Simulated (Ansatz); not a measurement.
This Al5Cu structure is the end of a relaxation. The cell was found from a structure generator's guess, not taken from experiment.

Computed with DFT PBE, scalar-relativistic, plane waves, PAW (Ansatz). Cutoff 420 eV, Γ-centred mesh, Gaussian smearing, no spin polarisation.

```
Al Cu
1.0
     2.83470    0.00000    0.00000
    -1.41735    2.45492    0.00000
     0.00000    0.00000   13.52237
Al Cu
5 1
Cartesian
  0.0000 1.6366 11.1494
  0.0000 1.6366 2.3729
  1.4174 0.8183 0.0000
  1.4174 0.8183 4.7276
  1.4174 0.8183 8.7947
  0.0000 1.6366 6.7612
```

Formation energies are uncorrected and refer to the elements' standard structures at the same level.

Task: Find its symmetry and describe it.

Result: P-6m2 (No. 187), with Al and Cu ordered on hcp sites. Conventional cell: a = 2.835 Å, c = 13.522 Å. Al on a site of symmetry 3m is surrounded by 12 Al at 2.83–2.88 Å; around Al on a site of symmetry -6m2 lie 12 Al at 2.83–2.88 Å; Al on a second site of symmetry 3m is surrounded by 3 Cu at 2.61 Å and 9 Al at 2.83–2.87 Å; around Cu lie 6 Al at 2.61 Å and 6 Cu at 2.83 Å.

Task: How far does it lie from the elements in energy?

Result: 0.00 eV/atom. The formation energy is too near zero to say whether this cell lies below the elements.

Task: Is it a metal?

Result: Yes, bands cross the Fermi level on the 18×18×4 mesh.

The last run used an 18×18×4 mesh (in the run's order of axes) for its 6-atom cell and Gaussian smearing of 0.10 eV. For metals, differences of a few meV/atom aren't resolved. A structure relaxed within its symmetry needn't be a true minimum. Another cell of Al5Cu relaxed alike, in P4/mmm, lies 54 meV/atom lower, so this cell isn't the stable form at this level.
